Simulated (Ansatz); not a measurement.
System: PbSe (rock salt type), 2 atoms in the cell.

```
CELL_PARAMETERS angstrom
0.00000 3.10500 3.10500
3.10500 0.00000 3.10500
3.10500 3.10500 0.00000
ATOMIC_POSITIONS crystal
Pb 0.00000 0.00000 0.00000
Se 0.50000 0.50000 0.50000
```

Code and potentials: Ansatz all-electron PAW datasets made for this crystal. Settings: k-mesh 6×6×6 Γ-centred; Fermi–Dirac smearing of 0.02 eV; no spin polarisation; no spin–orbit coupling. For HSE06: exchange singularity: regularized.

One run gave:

```json
{
 "Pressure": "-0.79 GPa",
 "Gap on the mesh": "0.72 eV"
}
```

Which level of theory was it?
A. HSE06
B. PBE
C. r²SCAN

C. All runs:

```json
{"level": "PBE (240 eV)", "pressure (GPa)": "0.14", "gap (eV)": "0.43"}
{"level": "HSE06 (270 eV)", "pressure (GPa)": "-0.93", "gap (eV)": "0.85"}
{"level": "r²SCAN (240 eV)", "pressure (GPa)": "-0.79", "gap (eV)": "0.72"}
```

The stress includes the program's correction for the finite plane-wave basis.

A gap read on the mesh is an upper bound of this method's gap, since the mesh can miss a band edge. Spin–orbit coupling is left out; with heavy elements it can shift the gap and split levels by tenths of an eV. Semilocal functionals give gaps that mostly lie well below measured ones.
